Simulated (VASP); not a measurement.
# TaN (R-3m) in VASP: notebook

Runs on TaN. Level: PBEsol. Tasks: single point.

Program: VASP 6.6.1. These are calculated values, not measurements. Logs are shortened: lines on timing, memory, paths and dates and some standing lists are left out, and cuts for length are marked.

**1. The cell of the first run**

It takes space group R-3m (No. 166, trigonal). Conventional cell: a = 3.372 Å, b = 3.372 Å, c = 6.886 Å, α = 90.00°, β = 90.00°, γ = 120.00°. Ta (site symmetry -3m) is surrounded by 6 N at 2.26 Å. N (site symmetry -3m) has 6 Ta at 2.26 Å as nearest neighbours.

**2. Single point, PBEsol**

File INCAR:

```
SYSTEM = TaN
PREC = Accurate
ENCUT = 520
EDIFF = 1E-7
ISMEAR = 0
SIGMA = 0.15
LREAL = .FALSE.
LASPH = .TRUE.
NELM = 100
ALGO = Fast
ISIF = 2
LWAVE = .FALSE.
LCHARG = .TRUE.
GGA = PS
LELF = .TRUE.
LVHAR = .TRUE.
NBANDS = 15
```

File KPOINTS:

```
Automatic mesh
0
G
  20 20 20
  0 0 0
```

File POSCAR:

```
TaN
1.0
   -0.2645372760      2.1201136494      2.1201136494
    2.1201136494     -0.2645372760      2.1201136494
    2.1201136494      2.1201136494     -0.2645372760
Ta N
1 1
Direct
    0.5000000000      0.5000000000      0.5000000000
    0.0000000000      0.0000000000      0.0000000000
```

Potentials or basis: VASP PAW PBE potentials, release 64 (Ta_pv, N).

On the command line:

```
$ cat potpaw_PBE.64/Ta_pv/POTCAR potpaw_PBE.64/N/POTCAR > POTCAR
$ mpirun -np 1 vasp_std > vasp.out
```

OUTCAR:

```text
SYSTEM = TaN
   PREC = Accurate
   ENCUT = 520
   EDIFF = 1E-7
   ISMEAR = 0
   LREAL = .FALSE.
   LASPH = .TRUE.
   NELM = 100
   ISIF = 2
   GGA = PS

 ion  position               nearest neighbor table
   1  0.500  0.500  0.500-   2 2.26   2 2.26   2 2.26   2 2.26   2 2.26   2 2.26
   2  0.000  0.000  0.000-   1 2.26   1 2.26   1 2.26   1 2.26   1 2.26   1 2.26

  LATTYP: Found a trigonal (rhomboedric) cell.
 ALAT       =     3.0099408205
 COS(alpha) =     0.3723266135

  Lattice vectors:

 A1 = (  -0.2645372760,   2.1201136494,   2.1201136494)
 A2 = (   2.1201136494,  -0.2645372760,   2.1201136494)
 A3 = (   2.1201136494,   2.1201136494,  -0.2645372760)

Analysis of symmetry for initial positions (statically):
=====================================================================
 Subroutine PRICEL returns:
 Original cell was already a primitive cell.

 Routine SETGRP: Setting up the symmetry group for a
 trigonal (rhombohedral) supercell.

 Subroutine GETGRP returns: Found 12 space group operations
 (whereof 12 operations were pure point group operations)
 out of a pool of 12 trial point group operations.

The static configuration has the point symmetry D_3d.

Analysis of symmetry for dynamics (positions and initial velocities):
=====================================================================
 Subroutine PRICEL returns:
 Original cell was already a primitive cell.

 Routine SETGRP: Setting up the symmetry group for a
 trigonal (rhombohedral) supercell.

 Subroutine GETGRP returns: Found 12 space group operations
 (whereof 12 operations were pure point group operations)
 out of a pool of 12 trial point group operations.

The dynamic configuration has the point symmetry D_3d.

 Subroutine INISYM returns: Found 12 space group operations
 (whereof 12 operations are pure point group operations),
 and found     1 'primitive' translations

----------------------------------------------------------------------------------------

                                     Primitive cell

  volume of cell :      22.6080

  direct lattice vectors                    reciprocal lattice vectors
    -0.264537276  2.120113649  2.120113649    -0.195722838  0.223625751  0.223625751
     2.120113649 -0.264537276  2.120113649     0.223625751 -0.195722838  0.223625751
     2.120113649  2.120113649 -0.264537276     0.223625751  0.223625751 -0.195722838

  length of vectors
     3.009940821  3.009940821  3.009940821     0.371919860  0.371919860  0.371919860

  position of ions in fractional coordinates (direct lattice)
     0.500000000  0.500000000  0.500000000
     0.000000000  0.000000000  0.000000000

  ion indices of the primitive-cell ions
   primitive index   ion index
                 1           1
                 2           2
[... 88 lines left out ...]
   EFERMI_NEDOS =   21; number of points for ismear=-14 and -15
   IALGO  =     68    algorithm
   IMIX   =      4    mixing-type and parameters
     AMIX     =   0.40;   BMIX     =  1.00
     AMIX_MAG =   1.60;   BMIX_MAG =  1.00
  volume/ion in A,a.u.               =      11.30        76.28
  Fermi-wavevector in a.u.,A,eV,Ry     =   1.458906  2.756933 28.958749  2.128408
  Thomas-Fermi vector in A             =   2.575536
   LORBIT       =      0    0 simple, 1 ext, 2 COOP (PROOUT), +10 PAW based schemes
   GGA     = PS    functional components
   LHFCALC =     F    Hartree Fock is set to
   AEXX    =    0.0000 exact exchange contribution
   IVDW    =     0    specifies the selected vdW correction
   LEPSILON=     F    determine dielectric tensor
   LRPA    =     F    only Hartree local field effects (RPA)
 non-spin polarized calculation
 RMM-DIIS sequential band-by-band and
 Gauss-broadening in eV      SIGMA  =   0.15
  energy-cutoff  :      520.00
  volume of cell :       22.61
 maximum number of plane-waves:       633
   NGX = 11   NGY = 11   NGZ = 11

 number of electron      16.0000000 magnetization

 Free energy of the ion-electron system (eV)
  ---------------------------------------------------
  ext. energy  EPLUGINS =         0.00000000
  ---------------------------------------------------
  free energy    TOTEN  =       -22.86579794 eV

  energy without entropy =      -22.85477612  energy(sigma->0) =      -22.86028703

 E-fermi :   8.4032     XC(G=0): -13.2603

 val. band max:        8.3996629584   @ k =  -0.2500   0.4000   0.2000
 cond. band min:       8.4080587765   @ k =  -0.1500   0.4500   0.1000
 fundamental gap:      0.0083958181
 Fermi energy:         8.4032338134

 k-point     1 :       0.0000    0.0000    0.0000
  band No.  band energies     occupation
      1     -27.2360      2.00000
      2     -27.2360      2.00000
      3     -27.0170      2.00000
      4      -9.5373      2.00000
      5       4.9768      2.00000
      6       4.9768      2.00000
      7       5.6416      2.00000
      8       5.6416      2.00000
      9       5.7803      2.00000
     10       7.6871      2.00000
     11       9.1043      0.00000
     12       9.1043      0.00000
     13      10.9504      0.00000
     14      18.5718      0.00000
[... 401 lines left out ...]
      2     -27.2433      2.00000
      3     -27.1146      2.00000
      4      -7.5027      2.00000
      5      -0.3324      2.00000
      6       1.8039      2.00000
      7       3.1526      2.00000
      8       8.1989      1.94592
      9       8.8955      0.00000
     10      10.1090      0.00000
     11      13.5195      0.00000
     12      14.0571      0.00000
     13      14.5268      0.00000
     14      18.9757      0.00000
     15      20.7444      0.00000

 [... further k-points ...]

------------------------ aborting loop because EDIFF is reached ----------------------------------------

  FORCE on cell =-STRESS in cart. coord.  units (eV):
  Direction    XX          YY          ZZ          XY          YZ          ZX
  --------------------------------------------------------------------------------------
  -------------------------------------------------------------------------------------
  Total       -2.9889631     -2.9889631     -2.9889631      1.4102998      1.4102998      1.4102998
  in kB     -211.8209909   -211.8209909   -211.8209909     99.9447293     99.9447293     99.9447293
  external PRESSURE =    -211.8209909 kB  Pullay stress =       0.0000000 kB

 VOLUME and BASIS-vectors are now :
 -----------------------------------------------------------------------------
  energy-cutoff  :      520.00
  volume of cell :       22.61
      direct lattice vectors                 reciprocal lattice vectors
    -0.264537276  2.120113649  2.120113649    -0.195722838  0.223625751  0.223625751
     2.120113649 -0.264537276  2.120113649     0.223625751 -0.195722838  0.223625751
     2.120113649  2.120113649 -0.264537276     0.223625751  0.223625751 -0.195722838

 POSITION                                       TOTAL-FORCE (eV/Angst)
 -----------------------------------------------------------------------------------
      1.98785      1.98785      1.98785         0.000000      0.000000      0.000000
      0.00000      0.00000      0.00000        -0.000000     -0.000000     -0.000000
 -----------------------------------------------------------------------------------
    total drift:                                0.000000     -0.000000     -0.000000

  FREE ENERGIE OF THE ION-ELECTRON SYSTEM (eV)
  ---------------------------------------------------
  free  energy   TOTEN  =       -22.8657979398 eV

  energy  without entropy=      -22.8547761242  energy(sigma->0) =      -22.86028703
```

OSZICAR:

```text
N       E                     dE             d eps       ncg     rms          rms(c)
DAV:   1     0.883372735312E+02    0.88337E+02   -0.87756E+03 23470   0.112E+03
DAV:   2    -0.228422712591E+02   -0.11118E+03   -0.10449E+03 29156   0.299E+02
DAV:   3    -0.256495107152E+02   -0.28072E+01   -0.27881E+01 26195   0.443E+01
DAV:   4    -0.256613602098E+02   -0.11849E-01   -0.11845E-01 30195   0.307E+00
DAV:   5    -0.256614413388E+02   -0.81129E-04   -0.81128E-04 26552   0.228E-01    0.210E+01
RMM:   6    -0.230685527917E+02    0.25929E+01   -0.39427E+00 25758   0.124E+01    0.928E+00
RMM:   7    -0.229065080747E+02    0.16204E+00   -0.21233E-01 27339   0.411E+00    0.578E+00
RMM:   8    -0.228674640613E+02    0.39044E-01   -0.13375E-01 27973   0.257E+00    0.588E-01
RMM:   9    -0.228658749637E+02    0.15891E-02   -0.84216E-03 29974   0.878E-01    0.322E-01
RMM:  10    -0.228658128626E+02    0.62101E-04   -0.11380E-03 31577   0.268E-01    0.110E-01
RMM:  11    -0.228657976356E+02    0.15227E-04   -0.15777E-04 32460   0.945E-02    0.423E-02
RMM:  12    -0.228657987887E+02   -0.11531E-05   -0.55621E-05 31948   0.566E-02    0.248E-02
RMM:  13    -0.228657974274E+02    0.13613E-05   -0.12001E-05 31769   0.302E-02    0.768E-03
RMM:  14    -0.228657977094E+02   -0.28207E-06   -0.28387E-06 32229   0.119E-02    0.102E-02
RMM:  15    -0.228657979046E+02   -0.19517E-06   -0.36257E-07 26324   0.427E-03    0.658E-03
RMM:  16    -0.228657979398E+02   -0.35221E-07   -0.75058E-08 20491   0.164E-03
   1 F= -.22865798E+02 E0= -.22860287E+02  d E =-.110218E-01
```

stdout:

```text
POSCAR found type information on POSCAR TaN
 POSCAR found :  2 types and       2 ions
 scaLAPACK will be used
 -----------------------------------------------------------------------------
|                                                                             |
|                                                                             |
|     You enforced a specific xc type in the INCAR file but a different       |
|     I HOPE YOU KNOW WHAT YOU ARE DOING!                                     |
|                                                                             |
 -----------------------------------------------------------------------------

 LDA part: xc-table for (Slater+PW92), standard interpolation
 POSCAR, INCAR and KPOINTS ok, starting setup
 FFT: planning ... GRIDC
 FFT: planning ... GRID_SOFT
 FFT: planning ... GRID
 WAVECAR not read
 entering main loop
WARNING in EDDRMM: call to ZHEGV failed, returncode =   8  4     14
WARNING in EDDRMM: call to ZHEGV failed, returncode =   6  3     15
WARNING in EDDRMM: call to ZHEGV failed, returncode =   8  4     15
WARNING in EDDRMM: call to ZHEGV failed, returncode =   8  4     15
WARNING in EDDRMM: call to ZHEGV failed, returncode =   8  4     15
WARNING in EDDRMM: call to ZHEGV failed, returncode =   8  4     15
WARNING in EDDRMM: call to ZHEGV failed, returncode =   6  3     14
 num prob RMM:  16    -0.228657979398E+02   -0.35221E-07   -0.75058E-08 20491   0.164E-03
```

Run time: 88 s. Hardware: 1 thread of Intel Xeon 6975P-C (Granite Rapids), shared host; peak memory 0.37 GiB.

Results:

```yaml
Free_energy: -22.8658 eV
Pressure: -21.2 GPa
Band_gap_on_the_k_mesh: none (metal or under the smearing width)
```

Levels at points of the mesh, in eV from the Fermi level:
```tsv
k point	band 4	band 5	band 6	band 7	band 8	band 9	band 10	band 11	band 12	band 13
(0.00, 0.00, 0.00)	-17.94	-3.43	-3.43	-2.76	-2.76	-2.62	-0.72	0.70	0.70	2.55
(0.50, 0.00, 0.00)	-15.33	-9.63	-7.05	-5.41	0.27	0.55	4.18	4.37	6.36	7.05
(0.50, 0.50, 0.00)	-16.57	-6.19	-4.80	-4.62	-3.46	1.73	2.32	3.89	4.10	7.42
(0.50, 0.50, 0.50)	-14.83	-9.30	-7.69	-7.69	2.59	3.16	3.16	3.55	7.68	7.68
```

Caveat: so large a pressure means that the cell lies far from this level's equilibrium, or that cutoff or potentials fall short; the potentials were made for another functional, which shifts forces and pressure. The run has no spin-orbit coupling, so splittings on Ta are missing.

**3. Single point, PBEsol**

This run uses another cell than the first one, of the same volume but with other edges.

File INCAR:

```
PREC = Accurate
ENCUT = 520
EDIFF = 1E-6
ISMEAR = 0
SIGMA = 0.15
LREAL = False
LASPH = True
NELM = 100
ALGO = Fast
ISIF = 2
LWAVE = False
LCHARG = False
GGA = PS
NBANDS = 15
```

File KPOINTS:

```
regular mesh
0
Gamma
  20 20 20
```

File POSCAR:

```
TaN
1.0
   -0.0899268734      2.2002311938      2.2002311938
    2.2002311938     -0.0899268734      2.2002311938
    2.2002311938      2.2002311938     -0.0899268734
Ta N
1 1
Direct
    0.5000000000      0.5000000000      0.5000000000
    0.0000000000      0.0000000000      0.0000000000
```

Potentials or basis: VASP PAW PBE potentials, release 64 (Ta_pv, N).

On the command line:

```
$ cat potpaw_PBE.64/Ta_pv/POTCAR potpaw_PBE.64/N/POTCAR > POTCAR
$ mpirun -np 1 vasp_std > vasp.out
```

Wall time 74 s (1 thread of Intel Xeon 6975P-C (Granite Rapids), shared host); peak memory 0.36 GiB.

Results (log left out):

| Property | Result |
| --- | --- |
| Free energy | -23.0765 eV |
| Pressure | -22.1 GPa |
| Band gap on the k mesh | none (metal or under the smearing width) |

Stress tensor (GPa, compression positive):
```
-22.13   2.64   2.64
  2.64 -22.13   2.64
  2.64   2.64 -22.13
```

Levels at points of the mesh, in eV from the Fermi level:
| k point | band 4 | band 5 | band 6 | band 7 | band 8 | band 9 | band 10 | band 11 | band 12 | band 13 |
| --- | --- | --- | --- | --- | --- | --- | --- | --- | --- | --- |
| (0.00, 0.00, 0.00) | -18.24 | -3.65 | -3.65 | -3.33 | -2.25 | -2.25 | -1.40 | 0.11 | 0.11 | 1.22 |
| (0.50, 0.00, 0.00) | -15.56 | -9.87 | -7.23 | -6.67 | 1.20 | 1.26 | 2.63 | 3.76 | 6.73 | 6.96 |
| (0.50, 0.50, 0.00) | -16.98 | -6.44 | -5.04 | -4.58 | -4.22 | 1.87 | 3.08 | 3.36 | 3.97 | 6.26 |
| (0.50, 0.50, 0.50) | -15.39 | -9.76 | -7.42 | -7.42 | 2.09 | 2.11 | 2.11 | 3.47 | 7.24 | 7.24 |

Caveat: so large a pressure means that the cell lies far from this level's equilibrium, or that cutoff or potentials fall short; the potentials were made for another functional, which shifts forces and pressure.
